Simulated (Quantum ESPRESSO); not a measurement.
# Al (P-1) in Quantum ESPRESSO: further runs

The runs below take Al through single point, relaxation of the atoms, with LDA, SOGGA.

Program: Quantum ESPRESSO 7.5. These are calculated values, not measurements. Logs are shortened: lines on timing, memory, paths and dates and some standing lists are left out, and cuts for length are marked.

## 1. Starting point

The typed cell holds 2 atoms: a = 2.881 Å, b = 2.742 Å, c = 4.189 Å, α = 95.60°, β = 75.65°, γ = 109.95°.

This isn't the form of Al at room conditions, which is fcc.

## 2. Single point, LDA

run.py reads:

```python
import numpy as np
from ase.calculators.espresso import Espresso, EspressoProfile
from ase.io import read

atoms = read('Al.cif')

input_data = {
    'control': {'calculation': 'scf', 'prefix': 'pwscf', 'outdir': './tmp', 'tprnfor': True, 'tstress': True, 'disk_io': 'nowf'},
    'system': {'ecutwfc': 55.0, 'ecutrho': 440.0, 'nbnd': 8, 'input_dft': 'pz', 'occupations': 'smearing', 'smearing': 'fd', 'degauss': 0.00367493},
    'electrons': {'conv_thr': 4e-10, 'electron_maxstep': 120, 'mixing_beta': 0.5},
}
pseudopotentials = {'Al': 'Al.pbe-n-kjpaw_psl.1.0.0.UPF'}
profile = EspressoProfile(command='pw.x', pseudo_dir='pseudo')
dft = Espresso(profile=profile, input_data=input_data, pseudopotentials=pseudopotentials, kpts=(10, 10, 7), koffset=(1, 1, 1))
atoms.calc = dft

print(f'energy {atoms.get_potential_energy():.8f} eV')
print('forces (eV/A)')
print(np.round(atoms.get_forces(), 6))
print('stress (eV/A^3, Voigt)')
print(np.round(atoms.get_stress(), 8))
print(f'Fermi level {dft.get_fermi_level():.4f} eV')
```

Al.cif reads:

```cif
data_Al
_cell_length_a 2.88132783
_cell_length_b 2.74228623
_cell_length_c 4.18877464
_cell_angle_alpha 95.59542035
_cell_angle_beta 75.65076936
_cell_angle_gamma 109.94921676
_space_group_name_H-M_alt 'P1'
_space_group_name_Hall 'P 1'
_space_group_IT_number 1
loop_
_space_group_symop_operation_xyz
'x,y,z'
loop_
_atom_site_label
_atom_site_type_symbol
_atom_site_symmetry_multiplicity
_atom_site_Wyckoff_symbol
_atom_site_fract_x
_atom_site_fract_y
_atom_site_fract_z
_atom_site_occupancy
Al1 Al 1 a 0.0063271800 0.0046127300 0.0070204900 1
Al2 Al 1 a 0.4936728200 0.4953872700 0.4929795100 1
```

Potentials or basis: SSSP 1.3 efficiency PBE.

On the command line:

```
$ OMP_NUM_THREADS=1 python run.py
```

Output:

```text
energy -1025.11340004 eV
forces (eV/A)
[[ 0.068933  0.077741 -0.448984]
 [-0.068933 -0.077741  0.448984]]
stress (eV/A^3, Voigt)
[-0.01443344 -0.06756906 -0.12513203  0.06328493  0.02231674  0.00219623]
Fermi level 8.6153 eV
```

espresso.pwi:

```text
&CONTROL
   calculation      = 'scf'
   tstress          = .true.
   tprnfor          = .true.
   outdir           = './tmp'
   prefix           = 'pwscf'
   disk_io          = 'nowf'
   pseudo_dir       = 'pseudo'
/
&SYSTEM
   nbnd             = 8
   ecutwfc          = 55.0
   ecutrho          = 440.0
   occupations      = 'smearing'
   degauss          = 0.00367493
   smearing         = 'fd'
   input_dft        = 'pz'
   ntyp             = 1
   nat              = 2
   ibrav            = 0
/
&ELECTRONS
   electron_maxstep = 120
   conv_thr         = 4e-10
   mixing_beta      = 0.5
/
&IONS
/
&CELL
/
&FCP
/
&RISM
/
ATOMIC_SPECIES
Al 26.9815385 Al.pbe-n-kjpaw_psl.1.0.0.UPF

K_POINTS automatic
10 10 7  1 1 1

CELL_PARAMETERS angstrom
2.88132783000000 0.00000000000000 0.00000000000000
-0.93563275987892 2.57773643064782 0.00000000000000
1.03811045039367 -0.05769139089411 4.05768793537740

ATOMIC_POSITIONS angstrom
Al 0.0212029026 0.0114853803 0.0284869576  
Al 1.4706998577 1.2485371395 2.0003570101
```

espresso.pwo:

```text
This program is part of the open-source Quantum ESPRESSO suite
     for quantum simulation of materials; please cite
         "P. Giannozzi et al., J. Phys.:Condens. Matter 21 395502 (2009);
         "P. Giannozzi et al., J. Phys.:Condens. Matter 29 465901 (2017);
         "P. Giannozzi et al., J. Chem. Phys. 152 154105 (2020);
     in publications or presentations arising from this work. More details at

Warning: card &CELL ignored
Warning: card &FCP ignored
Warning: card &RISM ignored

     file Al.pbe-n-kjpaw_psl.1.0.0.UPF: wavefunction(s)  3S 3P renormalized

     IMPORTANT: XC functional enforced from input :
     Exchange-correlation= PZ
                           (   1   1   0   0   0   0   0)
     Any further DFT definition will be discarded
     Please, verify this is what you really want

     Message from routine setup:
     using ibrav=0 with symmetry is DISCOURAGED, use correct ibrav instead

     G-vector sticks info
     --------------------
     sticks:   dense  smooth     PW     G-vecs:    dense   smooth      PW
     Sum         939     467    151                31719    11221    2101

     Using Slab Decomposition

     bravais-lattice index     =            0
     lattice parameter (alat)  =       5.4449  a.u.
     unit-cell volume          =     203.3792 (a.u.)^3
     number of atoms/cell      =            2
     number of atomic types    =            1
     number of electrons       =         6.00
     number of Kohn-Sham states=            8
     kinetic-energy cutoff     =      55.0000  Ry
     charge density cutoff     =     440.0000  Ry
     scf convergence threshold =      4.0E-10
     mixing beta               =       0.5000
     number of iterations used =            8  plain     mixing
     Exchange-correlation= PZ
                           (   1   1   0   0   0   0   0)

     celldm(1)=   5.444920  celldm(2)=   0.000000  celldm(3)=   0.000000
     celldm(4)=   0.000000  celldm(5)=   0.000000  celldm(6)=   0.000000

     crystal axes: (cart. coord. in units of alat)
               a(1) = (   1.000000   0.000000   0.000000 )
               a(2) = (  -0.324723   0.894635   0.000000 )
               a(3) = (   0.360289  -0.020023   1.408270 )

     reciprocal axes: (cart. coord. in units 2 pi/alat)
               b(1) = (  1.000000  0.362967 -0.250677 )
               b(2) = ( -0.000000  1.117774  0.015892 )
               b(3) = (  0.000000 -0.000000  0.710091 )

     PseudoPot. # 1 for Al read from file:
     Al.pbe-n-kjpaw_psl.1.0.0.UPF
     Pseudo is Projector augmented-wave + core cor, Zval =  3.0
     Generated using "atomic" code by A. Dal Corso  v.5.1
     Shape of augmentation charge: PSQ
     Using radial grid of 1135 points,  6 beta functions with:
                l(1) =   0
                l(2) =   0
                l(3) =   1
                l(4) =   1
                l(5) =   2
                l(6) =   2
     Q(r) pseudized with 0 coefficients

     atomic species   valence    mass     pseudopotential
     Al                3.00    26.98154     Al( 1.00)

      2 Sym. Ops., with inversion, found ( 1 have fractional translation)

   Cartesian axes

     site n.     atom                  positions (alat units)
         1        Al     tau(   1) = (   0.0073587   0.0039861   0.0098867  )
         2        Al     tau(   2) = (   0.5104243   0.4333201   0.6942483  )

     number of k points=   350  Fermi-Dirac smearing, width (Ry)=  0.0037

     Number of k-points >= 100: set verbosity='high' to print them.

     Dense  grid:    31719 G-vectors     FFT dimensions: (  40,  36,  54)

     Smooth grid:    11221 G-vectors     FFT dimensions: (  30,  30,  40)

     Initial potential from superposition of free atoms

     starting charge       5.9954, renormalised to       6.0000
     Starting wfcs are    8 randomized atomic wfcs

     Self-consistent Calculation

     iteration #  1     ecut=    55.00 Ry     beta= 0.50
     Davidson diagonalization with overlap
     ethr =  1.00E-02,  avg # of iterations =  5.9

     Threshold (ethr) on eigenvalues was too large:
     Diagonalizing with lowered threshold

     Davidson diagonalization with overlap
     ethr =  1.84E-04,  avg # of iterations =  4.0

     total energy              =     -75.34492451 Ry
     estimated scf accuracy    <       0.01159368 Ry

     iteration #  2     ecut=    55.00 Ry     beta= 0.50
     Davidson diagonalization with overlap
     ethr =  1.93E-04,  avg # of iterations =  1.0

     total energy              =     -75.34440220 Ry
     estimated scf accuracy    <       0.00230975 Ry

     iteration #  3     ecut=    55.00 Ry     beta= 0.50
     Davidson diagonalization with overlap
     ethr =  3.85E-05,  avg # of iterations =  2.1

     total energy              =     -75.34444238 Ry
     estimated scf accuracy    <       0.00007973 Ry

     iteration #  4     ecut=    55.00 Ry     beta= 0.50
     Davidson diagonalization with overlap
     c_bands:  1 eigenvalues not converged
     c_bands:  1 eigenvalues not converged
     c_bands:  1 eigenvalues not converged
     c_bands:  1 eigenvalues not converged
     c_bands:  1 eigenvalues not converged
     c_bands:  1 eigenvalues not converged
     c_bands:  1 eigenvalues not converged
     ethr =  1.33E-06,  avg # of iterations =  5.8

     total energy              =     -75.34445113 Ry
     estimated scf accuracy    <       0.00000380 Ry

     iteration #  5     ecut=    55.00 Ry     beta= 0.50
     Davidson diagonalization with overlap
     ethr =  6.33E-08,  avg # of iterations =  1.7

     total energy              =     -75.34445176 Ry
     estimated scf accuracy    <       0.00000006 Ry

     iteration #  6     ecut=    55.00 Ry     beta= 0.50
     Davidson diagonalization with overlap
     ethr =  1.00E-09,  avg # of iterations =  2.7

     total energy              =     -75.34445180 Ry
     estimated scf accuracy    <       0.00000002 Ry

     iteration #  7     ecut=    55.00 Ry     beta= 0.50
     Davidson diagonalization with overlap
     ethr =  2.84E-10,  avg # of iterations =  1.2

     End of self-consistent calculation

     Number of k-points >= 100: set verbosity='high' to print the bands.

     the Fermi energy is     8.6153 ev

!    total energy              =     -75.34445180 Ry
     total all-electron energy =      -967.630015 Ry
     estimated scf accuracy    <          2.3E-11 Ry
     smearing contrib. (-TS)   =      -0.00048731 Ry
     internal energy E=F+TS    =     -75.34396449 Ry

     The total energy is F=E-TS. E is the sum of the following terms:
     one-electron contribution =       6.78701182 Ry
     hartree contribution      =       0.02813139 Ry
     xc contribution           =      -5.27962374 Ry
     ewald contribution        =     -11.07778889 Ry
     one-center paw contrib.   =     -65.80169508 Ry

     convergence has been achieved in   7 iterations

     Forces acting on atoms (cartesian axes, Ry/au):

     atom    1 type  1   force =     0.00268105    0.00302363   -0.01746271
     atom    2 type  1   force =    -0.00268105   -0.00302363    0.01746271

     Total force =     0.025349     Total SCF correction =     0.000002

     Computing stress (Cartesian axis) and pressure

          total   stress  (Ry/bohr**3)                   (kbar)     P=      110.62
   0.00015720  -0.00002392  -0.00024306           23.12       -3.52      -35.76
  -0.00002392   0.00073592  -0.00068926           -3.52      108.26     -101.39
  -0.00024306  -0.00068926   0.00136286          -35.76     -101.39      200.48

=------------------------------------------------------------------------------=
   JOB DONE.
=------------------------------------------------------------------------------=
```

Run time: 43 s. Hardware: 1 thread of Intel Xeon Platinum 8488C (Sapphire Rapids), shared host; peak memory 0.2 GiB.

Results:

| Item | Value |
| --- | --- |
| Free energy | -1025.1135 eV |
| Pressure | 11.1 GPa |
| Largest force | 0.461 eV/Å |
| Band gap on the k mesh | none (metal or under the smearing width) |

Forces on the atoms (eV/Å):
```
Al   0.069  0.078 -0.449
Al  -0.069 -0.078  0.449
```

Stress tensor (GPa, compression positive):
```
  2.31  -0.35  -3.58
 -0.35  10.83 -10.14
 -3.58 -10.14  20.05
```

Levels at points of the mesh, in eV from the Fermi level:
| k point | band 1 | band 2 | band 3 | band 4 | band 5 | band 6 | band 7 |
| --- | --- | --- | --- | --- | --- | --- | --- |
| (0.05, 0.05, 0.07) | -11.55 | -4.00 | -1.67 | 6.12 | 6.60 | 7.59 | 10.99 |

Caveat: the potentials were made for another functional, which shifts forces and pressure.

## 3. Relaxation of the atoms, SOGGA

run.py reads:

```python
import numpy as np
from ase.calculators.espresso import Espresso, EspressoProfile
from ase.io import read

atoms = read('Al.xyz')

input_data = {
    'control': {'calculation': 'scf', 'prefix': 'pwscf', 'outdir': './tmp', 'tprnfor': True, 'tstress': True, 'disk_io': 'low'},
    'system': {'ecutwfc': 40.0, 'nbnd': 8, 'input_dft': 'XC-000I-000I-150L-130L-000I-000I', 'occupations': 'smearing', 'smearing': 'mv', 'degauss': 0.00734986},
    'electrons': {'conv_thr': 4e-10, 'electron_maxstep': 120, 'mixing_beta': 0.5},
}
pseudopotentials = {'Al': 'Al.upf'}
profile = EspressoProfile(command='pw.x', pseudo_dir='pseudo')
dft = Espresso(profile=profile, input_data=input_data, pseudopotentials=pseudopotentials, kpts=(10, 10, 7), koffset=(0, 0, 0))
atoms.calc = dft

from ase.optimize import BFGSLineSearch
done = BFGSLineSearch(atoms, trajectory='opt.traj').run(fmax=0.02, steps=30)
print('converged', done)
print(f'energy {atoms.get_potential_energy():.8f} eV')
print('forces (eV/A)')
print(np.round(atoms.get_forces(), 6))
print('stress (eV/A^3, Voigt)')
print(np.round(atoms.get_stress(), 8))
print(f'Fermi level {dft.get_fermi_level():.4f} eV')
```

Al.xyz reads:

```xyz
2
Lattice="-1.4063174600 1.8857434000 1.6638188300 1.5025265500 -1.6837595700 1.5580441000 2.6055416700 3.2662006400 0.2981929100" Properties=species:S:1:pos:R:3 pbc="T T T"
Al     0.0163249048      0.0270950386      0.0198075783
Al     1.3345504752      1.7069971964      1.7402203417
```

Potentials or basis: Ansatz NC SR PBE.

On the command line:

```
$ OMP_NUM_THREADS=1 python run.py
```

Output:

```text
Step[ FC]          Energy          fmax
BFGSLineSearch:    0[  0]     -328.176741       0.4548
BFGSLineSearch:    1[  2]     -328.184928       0.0952
BFGSLineSearch:    2[  4]     -328.186837       0.0056
converged True
energy -328.18683682 eV
forces (eV/A)
[[-0.000562 -0.005584  0.000593]
 [ 0.000562  0.005584 -0.000593]]
stress (eV/A^3, Voigt)
[-0.0685625  -0.10280427 -0.05737751  0.06213448  0.04881201 -0.05648138]
Fermi level 8.7417 eV
```

espresso.pwi:

```text
&CONTROL
   calculation      = 'scf'
   tstress          = .true.
   tprnfor          = .true.
   outdir           = './tmp'
   prefix           = 'pwscf'
   disk_io          = 'low'
   pseudo_dir       = 'pseudo'
/
&SYSTEM
   nbnd             = 8
   ecutwfc          = 40.0
   occupations      = 'smearing'
   degauss          = 0.00734986
   smearing         = 'mv'
   input_dft        = 'XC-000I-000I-150L-130L-000I-000I'
   ntyp             = 1
   nat              = 2
   ibrav            = 0
/
&ELECTRONS
   electron_maxstep = 120
   conv_thr         = 4e-10
   mixing_beta      = 0.5
/
&IONS
/
&CELL
/
&FCP
/
&RISM
/
ATOMIC_SPECIES
Al 26.9815385 Al.upf

K_POINTS automatic
10 10 7  0 0 0

CELL_PARAMETERS angstrom
-1.40631746000000 1.88574340000000 1.66381883000000
1.50252655000000 -1.68375957000000 1.55804410000000
2.60554167000000 3.26620064000000 0.29819291000000

ATOMIC_POSITIONS angstrom
Al -0.0093250525 0.0167382418 0.0081179146  
Al 1.3602004325 1.7173539932 1.7519100054
```

espresso.pwo:

```text
[... set-up lines left out ...]
     Self-consistent Calculation

     iteration #  1     ecut=    40.00 Ry     beta= 0.50
     Davidson diagonalization with overlap
     ethr =  1.00E-02,  avg # of iterations =  5.7

     Threshold (ethr) on eigenvalues was too large:
     Diagonalizing with lowered threshold

     Davidson diagonalization with overlap
     ethr =  2.21E-04,  avg # of iterations =  3.3

     total energy              =     -24.12231354 Ry
     estimated scf accuracy    <       0.01336840 Ry
[... 12 lines left out ...]
     total energy              =     -24.12128287 Ry
     estimated scf accuracy    <       0.00000809 Ry

     iteration #  4     ecut=    40.00 Ry     beta= 0.50
     Davidson diagonalization with overlap
     c_bands:  1 eigenvalues not converged
     c_bands:  1 eigenvalues not converged
     c_bands:  1 eigenvalues not converged
     ethr =  1.35E-07,  avg # of iterations =  4.8

     total energy              =     -24.12128962 Ry
     estimated scf accuracy    <       0.00000053 Ry

     iteration #  5     ecut=    40.00 Ry     beta= 0.50
     Davidson diagonalization with overlap
     ethr =  8.91E-09,  avg # of iterations =  1.7
[... 11 lines left out ...]
     iteration #  7     ecut=    40.00 Ry     beta= 0.50
     Davidson diagonalization with overlap
     ethr =  8.45E-11,  avg # of iterations =  1.4

     End of self-consistent calculation

     Number of k-points >= 100: set verbosity='high' to print the bands.

     the Fermi energy is     8.7417 ev

!    total energy              =     -24.12128971 Ry
     estimated scf accuracy    <          8.6E-12 Ry
     smearing contrib. (-TS)   =       0.00000903 Ry
     internal energy E=F+TS    =     -24.12129874 Ry

     The total energy is F=E-TS. E is the sum of the following terms:
     one-electron contribution =       6.32506825 Ry
     hartree contribution      =       0.02831251 Ry
     xc contribution           =     -19.39237759 Ry
     ewald contribution        =     -11.08230190 Ry

     convergence has been achieved in   7 iterations

     Forces acting on atoms (cartesian axes, Ry/au):

     atom    1 type  1   force =    -0.00002184   -0.00021717    0.00002306
     atom    2 type  1   force =     0.00002184    0.00021717   -0.00002306

     Total force =     0.000310     Total SCF correction =     0.000000

     Computing stress (Cartesian axis) and pressure

          total   stress  (Ry/bohr**3)                   (kbar)     P=      122.16
   0.00074674   0.00061516  -0.00053163          109.85       90.49      -78.21
   0.00061516   0.00111968  -0.00067673           90.49      164.71      -99.55
  -0.00053163  -0.00067673   0.00062492          -78.21      -99.55       91.93

=------------------------------------------------------------------------------=
   JOB DONE.
=------------------------------------------------------------------------------=
```

Run time: 1.9 min. Hardware: 1 thread of Intel Xeon Platinum 8488C (Sapphire Rapids), shared host; peak memory 0.08 GiB.

Results:

```
Free energy                  : -328.1869 eV
Energy gained by relaxing    : 5.0 meV/atom
Ionic steps                  : 3
Pressure after relaxing      : 12.2 GPa
Largest force after relaxing : 0.006 eV/Å
Band gap on the k mesh       : none (metal or under the smearing width)
```

Forces on the atoms (eV/Å):
```
Al  -0.001 -0.006  0.001
Al   0.001  0.006 -0.001
```

Step by step:
```tsv
step	energy change (eV)	largest force (eV/Å)
1	0.0000	0.4548
2	-0.0082	0.0952
3	-0.0101	0.0056
```

Final structure:
```
Al
1.0
    -1.40632    1.88574    1.66382
     1.50253   -1.68376    1.55804
     2.60554    3.26620    0.29819
Al
2
Direct
  0.00624 0.99841 0.00070
  0.49376 0.50159 0.49930
```

Levels at points of the mesh, in eV from the Fermi level:
```tsv
k point	band 1	band 2	band 3	band 4	band 5	band 6	band 7	band 8
(0.00, 0.00, 0.00)	-11.71	-3.69	-2.26	7.69	7.72	9.60	9.98	10.76
(0.00, -0.50, 0.00)	-6.27	-6.26	1.26	1.28	3.20	3.20	6.91	6.95
(-0.50, 0.00, 0.00)	-6.53	-6.49	-1.09	-0.99	5.02	5.04	7.75	7.87
(-0.50, -0.50, 0.00)	-4.84	-4.31	-0.41	1.57	1.61	2.82	6.53	7.39
```

Caveat: the potentials were made for another functional, which shifts forces and pressure; SOGGA exchange is joined with the correlation of PBE here.
